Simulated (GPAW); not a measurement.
Runs of GPAW 26.7.0 on HfC. The structure is cubic, space group Fm-3m (No. 225). Conventional cell: a = 4.650 Å, b = 4.650 Å, c = 4.650 Å, α = 90.00°, β = 90.00°, γ = 90.00°. Hf (site symmetry m-3m) is surrounded by 6 C at 2.33 Å. C (site symmetry m-3m) is surrounded by 6 Hf at 2.33 Å. 

| task | level | potentials or basis | cell | k mesh | smearing | optimizer | fmax | max steps | convergence | target pressure | gap on the mesh (eV) | pressure (GPa) | relaxed volume (Å³/atom) |
| --- | --- | --- | --- | --- | --- | --- | --- | --- | --- | --- | --- | --- | --- |
| relaxation of cell and atoms | revPBE+D4 | the program's PAW data sets (release 1.2.1) made for this functional, pw | relaxed | 10 × 10 × 10 | fermi-dirac 0.05 eV | FIRE | 0.02 eV/Å | 40 | density=1e-05 forces=0.0001 | - | none | 0.3 | 12.44 |
| relaxation of cell and atoms | PBE+D3(BJ) | GPAW PAW data sets (gpaw-data 1.2.1), pw | relaxed | 10 × 10 × 10 | fermi-dirac 0.05 eV | LBFGS | 0.02 eV/Å | 100 | density=1e-05 forces=0.0001 | - | none | 0.0 | (a) |
| relaxation of cell and atoms | RPBE+D3(BJ) | the program's PAW data sets (release 1.2.1) made for this functional, pw | relaxed to -1 GPa | 10 × 10 × 10 | fermi-dirac 0.05 eV | BFGS | 0.05 eV/Å | 40 | density=1e-05 forces=0.0001 | -1 GPa | none | -1.1 | - |
| single point | BLYP | PAW data sets generated in the run's folder for this functional, pw | as given | 10 × 10 × 10 | improved-tetrahedron-method | - | - | - | - | - | none | 7.4 | - |

Alike in all rows: no spin polarisation; cutoff (eV) 800.

**Question.** Estimate the missing entries.

**Answer.** (a) 12.39.

Caveats: later steps reuse the first step's grids (some runs); pairwise dispersion overbinds metals, which lowers pressure and volume (some runs).

A k mesh can miss the band edges, and the runs leave out spin-orbit coupling on Hf.

A gap of «none» marks a metal or a gap under the smearing width.
